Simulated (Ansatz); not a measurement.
# HO: the cost of one run

Computed with Ansatz 0.2.0 (DFT PBE, scalar-relativistic, plane waves, PAW, unless a step's input says otherwise).

2 further runs of the same task are left out: 2 set aside as unsound or not needed.

## (1) The system as given

Symmetry: P4/mmm, No. 123, tetragonal system. Conventional cell: a = 2.344 Å, b = 2.344 Å, c = 3.072 Å, α = 90.00°, β = 90.00°, γ = 90.00°. Around H (site symmetry 4/mmm) lie 8 O at 2.26 Å and 4 H at 2.34 Å. Around O (site symmetry 4/mmm) lie 8 H at 2.26 Å and 4 O at 2.34 Å.

Coordinates:

```cif
data_structure
_symmetry_space_group_name_H-M 'P 1'
_symmetry_Int_Tables_number 1
_cell_length_a 2.3440
_cell_length_b 2.3440
_cell_length_c 3.0723
_cell_angle_alpha 90.000
_cell_angle_beta 90.000
_cell_angle_gamma 90.000
_cell_volume 16.88
loop_
_atom_site_label
_atom_site_type_symbol
_atom_site_fract_x
_atom_site_fract_y
_atom_site_fract_z
_atom_site_occupancy
H1 H 0.50000 0.50000 0.50000 1
O1 O 0.00000 0.00000 0.00000 1
```

This is candidate A: CuAu (L1_0) type (P4/mmm, No. 123).

(A quick probe on a coarse mesh, which set the mesh and smearing, is not shown.)

## (3) Coarse relaxation (candidate A)

Contents of input.yaml:

```yaml
crystal:
  lattice:
    - [2.3440097255, 0.0, 0.0]
    - [0.0, 2.3440097255, 0.0]
    - [0.0, 0.0, 3.0723270331]
  atoms:
    - { symbol: H, position: [0.5, 0.5, 0.5] }
    - { symbol: O, position: [0.0, 0.0, 0.0], spin: 0.53 }
basis:
  ecutwfc: 420
kpoints:
  mp_grid: { grid: [8, 8, 6] }
hamiltonian:
  xc: pbe
scf:
  occupations: { method: gaussian, width: 0.1 }
  lower_state_search: "off"
output:
  forces: true
  stress: true
  eigenvalues: true
  populations: true
magnetization:
  spin_polarized: true
relax:
  adjacent_minimum: "off"
  f_tol: 0.04
  max_steps: 70
  cell: { stress_tol: 0.4 }
```

Command:

```bash
> ansatz run input.yaml --threads 1 --pin off --max-ram 2560MiB --backend cpu --events-out ev --progress --plain --runs-dir out
```

What time and memory should one allow on 1 thread of Arm Neoverse V1, shared host?

About 25 s, with a peak of 0.28 GiB.
